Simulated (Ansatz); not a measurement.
**Manganese, bcc under RPBE: structure, energy and stiffness**

The plan for manganese in the bcc structure: relax it, solve it on a dense k-mesh, then scale the cell to 7 volumes from 88 to 112 % of the relaxed one and try a fit of the equation of state. The start is antiferromagnetic (CsCl-type). The k-meshes are 11×11×11 for the relaxation; 17×17×17 for the dense run; 12×12×12 for the volumes.

Computed with Ansatz 0.2.0 (DFT RPBE, plane waves (420 eV) with PAW, scalar-relativistic; PAW files made under PBE, frozen cores solved again for the functional, unless a step says otherwise).

**1. The starting structure**

Symmetry: Im-3m, No. 229, cubic system. Conventional cell: a = 2.864 Å, b = 2.864 Å, c = 2.864 Å, α = 90.00°, β = 90.00°, γ = 90.00°. Mn (site symmetry m-3m) has 8 Mn at 2.48 Å as nearest neighbours.

Coordinates:

```xyz
2
Lattice="2.8643 0.0000 0.0000 0.0000 2.8643 0.0000 0.0000 0.0000 2.8643" Properties=species:S:1:pos:R:3 pbc="T T T"
Mn    0.0000    0.0000    0.0000
Mn    1.4321    1.4321    1.4321
```

The atoms start with moments of +3, -3 μB.

**2. Relaxation of the cell**

File input.yaml:

```yaml
crystal:
  lattice:
    - [2.8642879297, 0.0, 0.0]
    - [0.0, 2.8642879297, 0.0]
    - [0.0, 0.0, 2.8642879297]
  atoms:
    - { symbol: Mn, position: [0.0, 0.0, 0.0], spin: 3.0 }
    - { symbol: Mn, position: [0.5, 0.5, 0.5], spin: -3.0 }
hamiltonian:
  xc: rpbe
  pseudopotentials:
    kind: paw
    azcp:
      Mn: "pseudopotentials/Mn.paw.azcp"
basis:
  ecutwfc: 420
  fft_grid_basis: typed
kpoints:
  mp_grid: { grid: [11, 11, 11], shift: [0, 0, 0] }
magnetization:
  spin_polarized: true
scf:
  occupations: { method: fermi_dirac, width: 0.05 }
relax:
  max_steps: 60
  f_tol: 0.01
  cell: {}
```

The runs that follow: The energy on a finer k-mesh; At 88 % of the relaxed volume; At 92 % of the relaxed volume; At 96 % of the relaxed volume; At 100 % of the relaxed volume; At 104 % of the relaxed volume; At 108 % of the relaxed volume; At 112 % of the relaxed volume.

What does the calculation give? Wanted: space group; conventional cell; volume; shortest distance; gap on the mesh; magnetic state; relative to alpha-Mn; V₀, B₀, B₀′.

**Answer**, as computed:

```
                                 quantity                                      value
           space group (spins left aside)                            Im-3m (No. 229)
                        conventional cell                                a = 3.028 Å
                                   volume                             13.877 Å³/atom
                        shortest distance                                    2.622 Å
                          gap on the mesh               none (levels filled in part)
                           magnetic state  antiferromagnetic, up to 3.14 μB per atom
relative to alpha-Mn (A12), ferrimagnetic                              +154 meV/atom
                              V₀, B₀, B₀′                13.795 Å³/atom, 58 GPa, 2.6
```

The relaxation enlarged the cell by 18.1 % in volume. It lies 154 meV/atom above the element's reference form at the same level (alpha-Mn (A12), ferrimagnetic, from a run of its own). The final state is antiferromagnetic (largest moment 3.14 μB). No gap shows: it is a metal or semimetal at this level. The moment runs from 2.45 to 3.54 μB across the volumes, and this change enters B₀ and B₀′. The fitted modulus is 58 GPa. The symmetry was held, so the structure may be unstable against distortions that break it.
